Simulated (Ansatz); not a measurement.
## What moves the field gradients of Ti₃PbO₇?

Cell of run 1: a computed structure from the Materials Project (it need not be an observed phase).

```cif
data_Ti3PbO7
_symmetry_space_group_name_H-M 'P2_1/m'
_symmetry_Int_Tables_number 11
_cell_length_a 6.6095
_cell_length_b 3.8152
_cell_length_c 10.7613
_cell_angle_alpha 90.000
_cell_angle_beta 98.144
_cell_angle_gamma 90.000
loop_
_atom_site_label
_atom_site_type_symbol
_atom_site_symmetry_multiplicity
_atom_site_Wyckoff_symbol
_atom_site_fract_x
_atom_site_fract_y
_atom_site_fract_z
Ti1 Ti 2 e 0.5510 0.7500 0.8986
Ti3 Ti 2 e 0.6929 0.7500 0.5648
Ti5 Ti 2 e 0.2532 0.7500 0.6554
Pb Pb 2 e 0.0046 0.7500 0.1503
O9 O 2 e 0.4746 0.7500 0.0736
O11 O 2 e 0.7442 0.7500 0.3827
O13 O 2 e 0.3562 0.7500 0.4790
O15 O 2 e 0.8327 0.7500 0.9441
O17 O 2 e 0.9553 0.7500 0.6291
O19 O 2 e 0.5654 0.7500 0.7142
O21 O 2 e 0.2498 0.7500 0.8246
```

One atom of each set is listed.

All runs are DFT with Ansatz 0.2.0 (plane waves and PAW, scalar-relativistic unless spin–orbit coupling is named, Γ-centred meshes, Fermi–Dirac smearing where given) in this cell.

Run 1: PBE, gradients read without the response of the cores, atoms as given; 420 eV, 4×6×2 k-points, smearing 0.02 eV.
Run 2: r2SCAN, gradients read without the response of the cores, atoms as given; 500 eV, 4×6×2 k-points, smearing 0.02 eV.
Run 3: PBE with spin–orbit coupling, gradients read without the response of the cores, atoms as given; 420 eV, 4×6×2 k-points, smearing 0.02 eV.

```csv
run,Pb V_zz (η),O17 V_zz (η),O21 V_zz (η)
1,13.74 (0.82),0.78 (0.49),-2.17 (0.16)
2,?,?,?
3,14.25 (0.85),0.79 (0.47),-2.27 (0.17)
```

V_zz in 10²¹ V/m²; 3 of the 11 sets of like atoms are followed.

Problem. Estimate the row of run 2.

Solution. Pb: 13.90 (0.98); O17: 1.11 (0.33); O21: -1.91 (0.16). It lies nearest to run 3, from whose tensors on these sites it differs by 1.07 at most (largest principal value of the difference, on Pb). Taken one at a time, the functional (r2SCAN with its higher cutoff) moves the tensors on these sites by up to 1.55 (largest principal value of the change, on Pb), spin–orbit coupling by 0.70 (Pb).
